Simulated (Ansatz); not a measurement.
The system is Ir.

```
CELL_PARAMETERS angstrom
0.00000 1.91560 1.91560
1.91560 0.00000 1.91560
1.91560 1.91560 0.00000
ATOMIC_POSITIONS crystal
Ir 0.00000 0.00000 0.00000
```

Base run:

* Program: Ansatz 0.2.0
* Functional: BLYP
* Potentials or basis: Ansatz PAW
* Cutoff: 420 eV (not typed: the program's choice for these potentials)
* k mesh: 12 × 12 × 12
* Occupations: fermi-dirac, width 0.05 eV
* Spin: no spin polarisation

Its results: band gap on the k mesh none (metal or under the smearing width); pressure 28.8 GPa.

Question: The run is repeated on the same cell with these changes: functional from BLYP to r2SCAN; cutoff from 420 eV (not typed: the program's choice for these potentials) to 500 eV (not typed: the program's choice for these potentials). What comes out?

Answer: Band gap on the k mesh none (metal or under the smearing width); pressure 3.5 GPa.

Caveats: spin-orbit coupling is left out, which moves the levels of the heavy elements; the PAW data sets come from PBE, with cores solved anew for the run's functional, which leaves a small shift of forces and pressure; a pressure of tens of GPa on the cell as given is suspect, and the run, the potentials or the cell itself is likely at fault (some runs).
